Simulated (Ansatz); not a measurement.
**Response to strain in Ti3SiC2**

Base system: Ti$_{3}$SiC$_{2}$ (space group P6_3/mmc, No. 194; a = 3.067 Å, c = 17.676 Å). Axes: x lies along a and z along c of the hexagonal cell.

Strains are applied to the cell and any free atomic positions relax; under biaxial strain the out-of-plane vector relaxes too; under stress the whole cell relaxes.

Level of theory: r2SCAN (Ansatz, an electronic-structure program), no spin-orbit coupling.

Notes on the quantities. pressure: mean of the normal stresses, compression positive.

| change | pressure | space group | volume per atom |
|---|---|---|---|
| base | 0.0 GPa | P6_3/mmc (No. 194) | 12.00 Å³ |
| biaxial strain −1.01 %, plane normal [001], relaxed out of plane | 2.9 GPa | P6_3/mmc (No. 194) | 11.83 Å³ |
| biaxial strain +1.37 %, plane normal [001], relaxed out of plane | -3.6 GPa | P6_3/mmc (No. 194) | 12.24 Å³ |
| isotropic strain −1.17 % | 7.4 GPa | P6_3/mmc (No. 194) | 11.59 Å³ |
| isotropic strain +1.88 % | -9.6 GPa | P6_3/mmc (No. 194) | 12.69 Å³ |
| uniaxial strain ε_xx = −4.34 % | 9.5 GPa | Cmcm (No. 63) | 11.48 Å³ |
| uniaxial strain ε_xx = +4.21 % | -7.2 GPa | Cmcm (No. 63) | 12.51 Å³ |
| uniaxial stress, 2 GPa compression along x | – | Cmcm (No. 63) | 11.96 Å³ |

Without a gap, meshes like the base's 14×14×3 leave anisotropic stresses uncertain by several tenths of a GPa, and small strain energies with them. Stability under load was not tested beyond the relaxation. All final runs are without spin polarisation.
